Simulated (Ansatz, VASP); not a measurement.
**HfC in VASP and in Ansatz**

```
Hf C
1.0
     0.00000    2.33933    2.33933
     2.33933    0.00000    2.33933
     2.33933    2.33933    0.00000
Hf C
1 1
Direct
  0.50000 0.50000 0.50000
  0.00000 0.00000 0.00000
```

Alike in both runs: functional RPBE; k mesh 11 × 11 × 11; no spin polarisation.

Ansatz relaxed the structure, and its values are those at the end. VASP's run is a single point on that final structure, the one shown.

|  | VASP | Ansatz |
| --- | --- | --- |
| version | VASP 6.6.1 | Ansatz 0.2.0 |
| potentials or method | VASP PAW PBE potentials, release 64 (Hf_pv, C) | plane waves, PAW |
| plane-wave cutoff (eV) | 520 | 420 |
| occupations | fermi-dirac, width 0.1 eV | fermi-dirac |
| valence electrons in the cell | 14 | 30 |

|  | VASP | Ansatz | Ansatz less VASP |
| --- | --- | --- | --- |
| pressure (GPa) | -0.8 | 0.0 | +0.82 |

The two sets of potentials don't hold the same shells in valence.

Caveats: the PAW data sets were made with another functional, which shifts forces and pressure a little (VASP). The runs have no spin-orbit coupling, so splittings on Hf are missing.
